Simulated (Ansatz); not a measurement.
GaAs (F-43m) on a mismatched substrate

```
Ga As
1.0
     2.80145    2.80145    0.00000
    -2.80145    2.80145    0.00000
     0.00000    2.80145    2.80145
Ga As
1 1
Direct
  0.00000 0.00000 0.00000
  0.75000 0.25000 0.50000
```

This cell was relaxed by PAW under LDA. A film on a (001) substrate is mimicked by stretching x and y by ε∥; the length along z and the atoms then relax by PAW (default files of Ansatz 0.2.0, cutoff 420 eV, stress met within about 0.05 GPa). Stress and levels come from LDA, all-electron LAPW in Ansatz 0.2.0, scalar-relativistic; k mesh 8×8×8, fixed occupations, basis error target 0.5 meV/atom. Conduction levels are in eV over the valence top, at fixed fractional wave vectors («min» is a refined band extremum of the unstrained crystal off the named points).

| ε∥ (%) | ε⊥ (%) | σ∥ (GPa, tension positive) | Γ | L (oblique) | min ⊥ z | min ∥ z | 2nd valence level at Γ | 3rd |
| --- | --- | --- | --- | --- | --- | --- | --- | --- |
| -2.0 | 1.774 | -2.66 | 0.569 | 0.881 | 1.047 | 1.354 | 0.000 | -0.240 |
| -1.0 | ? | ? | ? | ? | ? | ? | ? | ? |
| -0.5 | 0.418 | -0.66 | 0.511 | 0.918 | 1.211 | 1.286 | 0.000 | -0.055 |
| 0.0 | 0.000 | -0.01 | 0.485 | 0.921 | 1.264 | 1.264 | 0.000 | 0.000 |
| 0.5 | -0.441 | 0.59 | 0.406 | 0.868 | 1.262 | 1.185 | -0.054 | -0.054 |
| 1.0 | -0.924 | 1.16 | 0.330 | 0.813 | 1.260 | 1.104 | -0.108 | -0.108 |
| 2.0 | -1.851 | 2.25 | 0.178 | 0.701 | 1.262 | 0.949 | -0.208 | -0.208 |

The last two columns are counted from the highest valence level at Γ.

Question: How does the film contract along z, and how stiff is it in the plane?

Answer: Quadratic fits through the 6 rows shown have slopes dε⊥/dε∥ = -0.904 and dσ∥/dε∥ = 122.8 GPa at zero strain. Elasticity asks −2C12/C11 = -0.905 and C11 + C12 − 2C12²/C11 = 122.4 GPa, from PAW constants C11 = 117.3, C12 = 53.1 GPa. At the level of the σ∥ column the films keep up to 0.04 GPa along z against the unstrained cell, and the constants are scalar-relativistic PAW values, so part of the difference is the change of level.

Question: Which shear deformation potential b does the valence splitting give?

Answer: Without spin-orbit coupling the single level moves against the pair by 3b(ε⊥ − ε∥): -0.0549 eV at ε⊥ − ε∥ = 0.00918 and 0.0541 eV at -0.00941, so b = -1.95 eV.

Question: Fill the row at ε∥ = -1.0 %.

Answer: The fits give ε⊥ = 0.889 % and σ∥ = -1.29 GPa. Computed: ε⊥ (%) = 0.887, σ∥ (GPa, tension positive) = -1.29, Γ = 0.530, L (oblique) = 0.909, min ⊥ z = 1.157, min ∥ z = 1.310, 2nd valence level at Γ = 0.000, 3rd = -0.115. The levels have a kink at zero strain, where another valence state takes the top, so one parabola doesn't fit them.

Question: What is the slope of the gap under small compression and under small tension?

Answer: dE_g/dε∥ is -51 meV per % on the compressed side and -158 on the stretched side, so the gap rises under compression and falls under tension. The lowest conduction level stays at Γ.

Limits of these numbers: no spin-orbit coupling on heavy atoms; the frozen-core PAW files of the relaxations were fitted under PBE, their cores solved anew for this functional; semilocal gaps are low, and the spacing of valleys can be off by tenths of an eV; levels are read at fixed fractional k, so an edge that moves off these points is missed; with spin-orbit coupling the valence top splits by 2|b| and not 3|b| times the shear while that is small against the spin-orbit gap, so the gap's slopes differ from these.
